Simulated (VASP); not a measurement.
InP: relaxation of cell and atoms with PBEsol

The system is InP.

```
CELL_PARAMETERS angstrom
0.00000 2.93933 2.93933
2.93933 0.00000 2.93933
2.93933 2.93933 0.00000
ATOMIC_POSITIONS crystal
In 0.00000 0.00000 0.00000
P 0.25000 0.25000 0.25000
```

```json
{"Program": "VASP 6.6.1", "Task": "relaxation of cell and atoms", "Functional": "PBEsol", "Potentials or basis": "VASP PAW PBE potentials, release 64 (In_d, P)", "Cutoff": "600 eV", "k mesh": "8 × 8 × 8", "Occupations": "gaussian, width 0.03 eV", "Spin": "no spin polarisation", "Further INCAR settings": "ALGO = Normal; EDIFF = 1e-07; IBRION = 2; EDIFFG = -0.005; NSW = 90; ISIF = 3"}
```

The pressure after relaxing is 0.0 GPa and the band gap on the k mesh is 0.57 eV, direct.

Final structure:
```
In P
1.0
     0.00000    2.93933    2.93933
     2.93933    0.00000    2.93933
     2.93933    2.93933    0.00000
In P
1 1
Direct
  0.00000 0.00000 0.00000
  0.25000 0.25000 0.25000
```

Levels at points of the mesh, in eV from the valence-band top:
```
           k point  band 7  band 8  band 9  band 10  band 11  band 12
(0.00, 0.00, 0.00)    0.00    0.00    0.00     0.57     4.02     4.02
(0.50, 0.00, 0.00)   -5.75   -0.97   -0.97     1.38     4.73     4.73
(0.50, 0.50, 0.00)   -5.78   -2.32   -2.32     1.65     2.17     9.04
```

It took 12 s on 1 thread of Intel(R) Xeon(R) 6975P-C (Granite Rapids), on a shared host, peak memory 0.21 GiB.

Caveat: the relaxation stopped at its first step, so nothing moved; the PAW data sets were made with another functional, which shifts forces and pressure a little; spin-orbit coupling is left out, which moves the levels of the heavy elements. A hybrid or GW would open this gap; PBEsol tends to underestimate it.
